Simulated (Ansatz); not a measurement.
TiO, 6 atoms in the cell. The structure is hexagonal, space group P-62m (No. 189). Conventional cell: a = 4.989 Å, b = 4.989 Å, c = 2.873 Å, α = 90.00°, β = 90.00°, γ = 120.00°. Ti (site symmetry -62m) has 3 O at 1.97 Å as nearest neighbours. Around Ti (site symmetry -6) lie 6 O at 2.10 Å. O (site symmetry m2m) has 5 Ti at 1.97 to 2.10 Å as nearest neighbours. The cell comes from a database or a generator and needn't be the stable form of this composition.

* Program: Ansatz 0.2.0
* Task: band structure
* Functional: PBEsol
* Potentials or basis: Ansatz PAW
* Cutoff: 420 eV (not typed: the program's choice for these potentials)
* k mesh: 6 × 6 × 9
* Occupations: fermi-dirac, width 0.05 eV
* Spin: no spin polarisation
* Hubbard terms: Ti d U = 4 eV
* Path: [["G", "M", "K", "G", "A", "L", "H", "A"], ["L", "M"], ["K", "H"]]
* Points for each segment of the path: 14
* Hubbard projectors: ortho-atomic (the default)
* Double counting: fll (the default)

Potentials or basis: Ansatz PAW.

Command:

```console
$ ansatz run input.yaml --threads 2 --pin off --max-ram 5632MiB --backend cpu --events-out ev --progress --plain --runs-dir out
```

Hardware: 2 threads of Arm Neoverse V1, with other jobs on the host.

How long does it take, and how much memory?

Run time: 29 s on 2 threads of Arm Neoverse V1, with other jobs on the host, peak memory 0.58 GiB. Counts: scf iterations 12, plane waves 1251, k points 35, bands 42.
